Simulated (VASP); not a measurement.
## KBr and the effect of the functional

The cell as given:

```xyz
2
Lattice="0.0000 3.3000 3.3000 3.3000 0.0000 3.3000 3.3000 3.3000 0.0000" Properties=species:S:1:pos:R:3 pbc="T T T"
Br    3.3000    3.3000    3.3000
K     0.0000    0.0000    0.0000
```

Kept alike: task relaxation of cell and atoms; k mesh 7 × 7 × 7; occupations fermi-dirac, width 0.05 eV; no spin polarisation. Program: VASP, PAW files Br, K_sv, 600 eV. The mesh is that of the run's cell of 2 atoms. No spin-orbit coupling.

| functional | volume (Å³/atom) |
| --- | --- |
| AM05 | 37.176 |
| BLYP | 39.743 |
| LDA | 32.492 |
| PBE | 37.750 |
| PBEsol | 35.284 |
| PW91 | 37.640 |
| SCAN | 35.556 |
| optB88-vdW | 35.427 |
| r2SCAN | 36.079 |
| revPBE | 40.972 |
| vdW-DF-cx | 36.128 |

The relaxations keep at least the cell's symmetry (Fm-3m). Relaxations stop with a little pressure left, so the last digits of a volume or edge aren't settled. Runs of this series that gave no sound value for these columns are left out. Potentials were made for PBE (AM05, BLYP, PBE, PBEsol, PW91, SCAN, optB88-vdW, r2SCAN, revPBE, vdW-DF-cx); LDA (LDA).

Q: What does the functional change here?

A: The volume runs from 32.492 (LDA) to 40.972 Å³/atom (revPBE). From PBE: AM05 -0.574; BLYP +1.993; LDA -5.258; PBEsol -2.466; PW91 -0.110; SCAN -2.194; optB88-vdW -2.323; r2SCAN -1.671; revPBE +3.222; vdW-DF-cx -1.622.
